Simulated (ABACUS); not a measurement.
Runs of ABACUS 3.10.1 on MnO. Symmetry: Fm-3m, No. 225, cubic system. Conventional cell: a = 4.448 Å, b = 4.448 Å, c = 4.448 Å, α = 90.00°, β = 90.00°, γ = 90.00°. Mn (site symmetry m-3m) has 6 O at 2.22 Å as nearest neighbours. O (site symmetry m-3m) has 6 Mn at 2.22 Å as nearest neighbours. The cell is a database's computed one.

```tsv
task	level	k mesh	symmetry key	share of exact exchange	threshold of the auxiliary basis	range of the exchange potential (exx_ccp_rmesh_times)	path	mesh quality	gap on the mesh (eV)	pressure (GPa)	moment (μB)
single point	PBE0-type (share 0.25)	4 × 4 × 4	1	0.25	0.001	2.5	-	coarse	(a)	-	5.00
single point	PBE	4 × 4 × 4	1	-	-	-	-	coarse	none	2.1	4.77
single point	PBE0-type (share 0.1)	4 × 4 × 4	1	0.1	0.001	2.5	-	coarse	0.63	-	5.00
single point	PBEsol	7 × 7 × 7	1	-	-	-	-	not flagged	none	-4.7	(b)
```

Alike in all rows: potentials or basis SG15 ONCV 1.2 PBE, DZP LCAO (the cutoffs set its grid); spin collinear, ferromagnetic start; cell as given; cutoff (eV) 1361; smearing fermi-dirac 0.05 eV.

Task: Fill in the values left out.

Result: (a) 2.26; (b) 4.75.

Caveats: some runs use coarse meshes; the atomic orbitals were generated for these runs and aren't a published set; the basis of atomic orbitals isn't converged, which shifts pressures, moduli and gaps; a cell with one magnetic atom can't hold antiferromagnetic order, which such compounds often take; the potentials were made for another functional, which shifts forces and pressure (some runs); gaps of hybrids in this basis differ from plane-wave ones by up to 0.1 eV (some runs); semilocal functionals often make such compounds metallic where correlation or magnetic order opens a gap, which also shifts bond lengths (some runs).

A k mesh can miss the band edges.

A gap of «none» marks a metal or a gap under the smearing width.
